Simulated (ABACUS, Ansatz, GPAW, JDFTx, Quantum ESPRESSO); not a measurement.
**Equation of state of CoGa under PBE**

The structure is cubic, space group Pm-3m (No. 221). The conventional cell has a = 2.878 Å, b = 2.878 Å, c = 2.878 Å, α = 90.00°, β = 90.00°, γ = 90.00°. Around Ga (site symmetry m-3m) lie 8 Co at 2.49 Å. Co (site symmetry m-3m) has 8 Ga at 2.49 Å as nearest neighbours.

The cell was scaled at fixed shape and fractions and run with GPAW, GPAW PAW data sets (gpaw-data 1.2.1), cutoff 600 eV; PBE, k mesh 9 × 9 × 9 on the cell of 2 atoms, fermi-dirac occupations of 0.05 eV, collinear spin, ferromagnetic start, no spin-orbit coupling. Energies are those that the program minimises, any entropy of the smearing included. For a metal such a mesh isn't converged to the digits shown. The moments vanished.

| V (Å³/atom) | energy over the lowest row (meV/atom) |
| --- | --- |
| 11.2039 | 42.17 |
| 11.4423 | ? |
| 11.6807 | 8.09 |
| 11.9191 | 1.10 |
| 12.1575 | 0.00 |
| 12.3958 | 3.94 |
| 12.6342 | 12.50 |

**Question.** Fit the third-order Birch-Murnaghan form, give V0, B0 and B′, and predict the energy left open.

**Answer.** With y = (V0/V)^(2/3), E = E0 + (9 V0 B0/16) [(y - 1)³ B′ + (y - 1)² (6 - 4y)]. Least squares through the rows shown give V0 = 12.0888 Å³/atom, E0 = -0.25 meV, B0 = 180.9 GPa (1 eV/Å³ = 160.218 GPa) and B′ = 4.85, with a largest miss of 0.03 meV. At V = 11.4423 the form with these constants gives 21.48 meV; the run gave 21.48 meV an atom. Other set-ups at this level, from all their volumes (Å³/atom, GPa): ABACUS, PseudoDojo NC SR 0.4.1 PBE standard, plane waves: V0 11.986, B0 175.1; JDFTx, PseudoDojo-SR-PBE-0.5-standard: V0 11.986, B0 175.1; Ansatz, all-electron LAPW, scalar-relativistic: V0 11.967, B0 176.1; Quantum ESPRESSO, SSSP 1.3 efficiency PBE: V0 11.980, B0 177.8.
